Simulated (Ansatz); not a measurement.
# Heat of formation of C2H6O2 (ethylene glycol) from total energies

C2H6O2: 10 atoms, total charge 0, spin state singlet. As SMILES, `OCCO`. Geometry: relaxed at PBE0-D4/def2-TZVP. This is one conformer, not always the lowest.

Total energies at RPA@PBE/6-311++G(2d,2p), 4 core orbitals frozen (Ansatz 0.2.0); the atoms run unrestricted:

| species | state | energy (Eh) |
| --- | --- | --- |
| C2H6O2 | singlet | -230.171093 |
| O | triplet | -75.038416 |
| C | triplet | -37.837841 |
| H | doublet | -0.516400 |

Harmonic wavenumbers at PBE0-D4/def2-TZVP, in cm⁻¹: 168, 315, 329, 470, 545, 878, 899, 1058, 1089, 1131, 1207, 1240, 1369, 1377, 1400, 1435, 1487, 1498, 2966, 3027, 3089, 3111, 3812, 3853.

Measured heats of formation of the gaseous atoms at 298.15 K, in kJ/mol: O 249.2, C 716.9, H 218.0. Spin-orbit lowering of the atoms at 298 K (mean of the ground term's levels less their thermal mean, from spectra), in kJ/mol: O 0.40, C 0.02. Take 1 Eh = 2625.50 kJ/mol, 1 cm⁻¹ = 0.0119627 kJ/mol, RT = 2.479 kJ/mol.

Problem. Work out the heat of formation of the gas at 298 K.

Solution. 
1. Electronic atomisation energy: 2 × (-75.038416) + 2 × (-37.837841) + 6 × (-0.516400) − (-230.171093) = 1.320179 Eh = 3466.1 kJ/mol.
2. Zero-point energy: half the sum of the wavenumbers, 18876.5 cm⁻¹ = 225.8 kJ/mol.
3. Thermal vibrational enthalpy, Σ hcν̃/(exp(hcν̃/kT) − 1): 5.5 kJ/mol. Translation, rotation and pV of a non-linear molecule: 4 RT = 9.9 kJ/mol.
4. The 10 free atoms carry 5/2 RT each: 62.0 kJ/mol.
5. Spin-orbit coupling lowers the free atoms by 2 × 0.40 + 2 × 0.02 = 0.8 kJ/mol.
6. Atomisation enthalpy at 298 K: 3466.1 − 0.8 − 225.8 − 5.5 − 9.9 + 62.0 = 3286.1 kJ/mol.
7. Sum of the atoms' heats of formation: 3240.2 kJ/mol. Heat of formation: 3240.2 − 3286.1 = -45.9 kJ/mol.

The tabulated value is -389.4 kJ/mol (Active Thermochemical Tables), so this level is off by +343.5 kJ/mol, or 9.5 % of the atomisation enthalpy that the table implies (3629.6 kJ/mol). Anharmonicity and any spin-orbit splitting of the molecule are left out, and so is core correlation.
